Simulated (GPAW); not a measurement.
**Ge in GPAW: convergence with density grid spacing (A)**

Ge:

```xyz
2
Lattice="-2.4959 2.6509 1.4369 2.4959 -2.6509 1.4369 2.4959 2.6509 -1.4369" Properties=species:S:1:pos:R:3 pbc="T T T"
Ge    0.0000    1.3254    0.1841
Ge    2.4959    1.3254    1.2529
```

This isn't the form of Ge at room conditions, which is diamond.

```yaml
Program: GPAW 26.7.0
Task: convergence study
Functional: PBE
Potentials_or_basis: GPAW PAW data sets (gpaw-data 1.2.1)
Cutoff: 600 eV
Basis: pw
Grid_spacing: 0.24 Å
k_mesh: 7 × 7 × 7
Occupations: fermi-dirac, width 0.05 eV
Spin: no spin polarisation
```

These are the settings of the first run; the series varies density grid spacing (A), with any setting tied to it.

Hardware: 1 thread of Arm Neoverse V2, on a shared host.

| density grid spacing (A) | energy less the tightest run, at zero smearing (meV/atom) | SCF cycles | CPU time (s) | peak memory (GiB) |
| --- | --- | --- | --- | --- |
| 0.24 | 1.01 | 8 | 14 | 0.17 |
| 0.2 | 0.06 | 8 | 13 | 0.17 |
| 0.17 | 0.00 | 8 | 22 | 0.18 |
| 0.15 | 0.00 | 8 | 29 | 0.18 |
| 0.13 | 0.00 | 8 | 32 | 0.2 |
| 0.11 | 0.00 | 8 | 58 | 0.22 |
| 0.09 | 0.00 | 8 | 120 | 0.28 |

Against the tightest run, the energy stays within 1 meV/atom from 0.2 on. The tightest run that finished is the yardstick and may itself not be fully converged.

Caveat, for the tightest run too: the k mesh is coarse (spacing up to 0.36 Å⁻¹), so the values aren't converged.
